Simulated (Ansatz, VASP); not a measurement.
## SnO: VASP beside Ansatz

INCAR

```
ALGO     = Fast           # electronic algorithm
EDIFF    = 1E-7           # SCF threshold, eV
ENCUT    = 520            # plane-wave cutoff, eV
GGA      = PE             # functional
ISIF     = 2              # what is computed and relaxed
ISMEAR   = 0              # smearing method
IVDW     = 12             # dispersion correction
LASPH    = True           # aspherical terms in the spheres
LCHARG   = False          # write CHGCAR
LREAL    = False          # projectors in reciprocal space
LWAVE    = False          # write WAVECAR
NBANDS   = 28             # bands
NELM     = 100            # most SCF steps
PREC     = Accurate       # precision mode
SIGMA    = 0.05           # smearing width, eV
```

The input KPOINTS:

```
k-points
0
Gamma
  10 6 8
```

File POSCAR:

```
SnO
1.0
    3.4495615306      0.0000000000      0.0000000000
    0.0000000000      5.8340213737      0.0000000000
    0.0000000000      0.0000000000      3.9936839652
Sn O
2 2
Direct
    0.0000000000      0.2319090000      0.5131440000
    0.5000000000      0.7680910000      0.0131440000
    0.0000000000      0.8912500000      0.7368570000
    0.5000000000      0.1087500000      0.2368570000
```

Input for Ansatz:

```yaml
crystal:
  lattice:
    - [3.4495615306, 0.0, 0.0]
    - [0.0, 5.8340213737, 0.0]
    - [0.0, 0.0, 3.9936839652]
  atoms:
    - { symbol: Sn, position: [0.0, 0.231909, 0.513144] }
    - { symbol: Sn, position: [0.5, 0.768091, 0.013144] }
    - { symbol: O, position: [0.0, 0.89125, 0.736857] }
    - { symbol: O, position: [0.5, 0.10875, 0.236857] }
basis:
  ecutwfc: 420
kpoints:
  mp_grid: { grid: [10, 6, 8] }
hamiltonian:
  xc: pbe
  dispersion: d3bj
scf:
  occupations: { method: gaussian, width: 0.05 }
output:
  forces: true
  stress: true
  eigenvalues: true
```

Alike in both runs: task single point; functional PBE; dispersion D3(BJ); k mesh 10 × 6 × 8; occupations gaussian, width 0.05 eV; no spin polarisation.

```csv
,VASP,Ansatz
version,VASP 6.6.1,Ansatz 0.2.0
potentials or method,"VASP PAW PBE potentials, release 64 (Sn_d, O)","scalar-relativistic, plane waves, PAW"
plane-wave cutoff (eV),520,420
valence electrons in the cell,40,40
```

```tsv
	VASP	Ansatz	Ansatz less VASP
gap on the k mesh at the Fermi level (eV)	1.41	1.42	+0.012
least direct gap on the mesh (eV)	2.27	2.28	+0.013
pressure (GPa)	-2.5	-2.6	-0.13
largest component of the traceless stress (GPa)	1.17	1.28	+0.105
rms of the force components (eV/Å)	0.143	0.165	+0.0219
```

Atom by atom the forces differ by 0.033 eV/Å (rms over components).

Caveats: spin-orbit coupling is left out, which moves the levels of the heavy elements. A k mesh can miss the band edges.
